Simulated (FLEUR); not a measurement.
Runs of FLEUR MaX-R8.1 (later development tree) on CaO. Symmetry: Fm-3m, No. 225, cubic system. Conventional cell: a = 4.807 Å, b = 4.807 Å, c = 4.807 Å, α = 90.00°, β = 90.00°, γ = 90.00°. Ca (site symmetry m-3m) is surrounded by 6 O at 2.40 Å. Around O (site symmetry m-3m) lie 6 Ca at 2.40 Å. The cell is a database's computed one.

```tsv
task	level	gmax	muffin-tin radii	lnonsphr	max iterations	mixing factor	kmax	gap on the mesh (eV)	V0 of scaled cells (Å³/atom)	B0 (GPa)
band structure	PBEsol	12.8 1/bohr	Ca 2.38, O 1.82 bohr	Ca 10, O 8	60	0.05	4.12 1/bohr	3.55	-	-
band structure	AM05	12.8 1/bohr	Ca 2.38, O 1.82 bohr	-	60	0.05	4.12 1/bohr	3.60	-	-
band structure	r2SCAN	12.8 1/bohr	Ca 2.38, O 1.82 bohr	-	60	0.05	4.12 1/bohr	4.18	-	-
equation of state	PBEsol	13.2 1/bohr	Ca 2.31, O 1.77 bohr	Ca 10, O 8	-	-	4.24 1/bohr	-	(a)	116
equation of state	RPBE	13.2 1/bohr	Ca 2.31, O 1.77 bohr	-	-	-	4.24 1/bohr	-	(b)	94
```

Alike in all rows: potentials or basis all-electron, FLAPW; no spin polarisation; cell as given; k mesh 10 × 10 × 10; smearing fermi-dirac 0.05 eV.

**Question.** Estimate the missing entries.

**Answer.** (a) 13.54; (b) 14.61.

Caveats: the meta-GGA is that of a development version, with a GGA for the radial functions and cores and without core tails (some runs).

A k mesh can miss the band edges.

Not every run made on this cell is shown here.
